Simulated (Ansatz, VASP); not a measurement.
Tl: VASP beside Ansatz

Contents of INCAR:

```
PREC = Accurate ; ENCUT = 520
EDIFF = 1E-6 ; ISMEAR = -1
SIGMA = 0.1 ; LREAL = False
LASPH = True ; NELM = 60
ALGO = Normal ; ISIF = 2
LWAVE = False ; LCHARG = True
GGA = B5 ; ALDAX = 1.0
AGGAX = 1.0 ; AGGAC = 1.0
ALDAC = 0.0 ; LELF = True
LVHAR = True ; NBANDS = 12
```

Contents of KPOINTS:

```
Automatic mesh
0
Gamma
  12 12 12
```

The input POSCAR:

```
Tl
1.0
    0.0000000000      2.6405102548      2.6405102548
    2.6405102548      0.0000000000      2.6405102548
    2.6405102548      2.6405102548      0.0000000000
Tl
1
Direct
    0.0000000000      0.0000000000      0.0000000000
```

Input for Ansatz:

```yaml
crystal:
  lattice:
    - [0.0, 2.6405102548, 2.6405102548]
    - [2.6405102548, 0.0, 2.6405102548]
    - [2.6405102548, 2.6405102548, 0.0]
  atoms:
    - { symbol: Tl, position: [0.0, 0.0, 0.0] }
hamiltonian:
  xc: blyp
  pseudopotentials:
    kind: paw
    azcp:
      Tl: "pseudopotentials/Tl.paw.azcp"
basis:
  ecutwfc: 420
  fft_grid_basis: typed
kpoints:
  mp_grid: { grid: [12, 12, 12], shift: [0, 0, 0] }
magnetization:
  spin_polarized: false
scf:
  occupations: { method: fermi_dirac, width: 0.1 }
  lower_state_search: "off"
output:
  stress: true
```

Alike in both runs: task single point; functional BLYP; k mesh 12 × 12 × 12; occupations fermi-dirac, width 0.1 eV; no spin polarisation.

```csv
,VASP,Ansatz
version,VASP 6.6.1,Ansatz 0.2.0
potentials or method,"VASP PAW PBE potentials, release 64 (Tl_d)","plane waves (420 eV) with PAW, scalar-relativistic"
plane-wave cutoff (eV),520,420
valence electrons in the cell,13,13
```

```csv
,VASP,Ansatz,Ansatz less VASP
pressure (GPa),-0.7,-0.7,+0.01
```

Caveats: the PAW data sets were made with another functional, which shifts forces and pressure a little (VASP). The runs have no spin-orbit coupling, so splittings on Tl are missing.
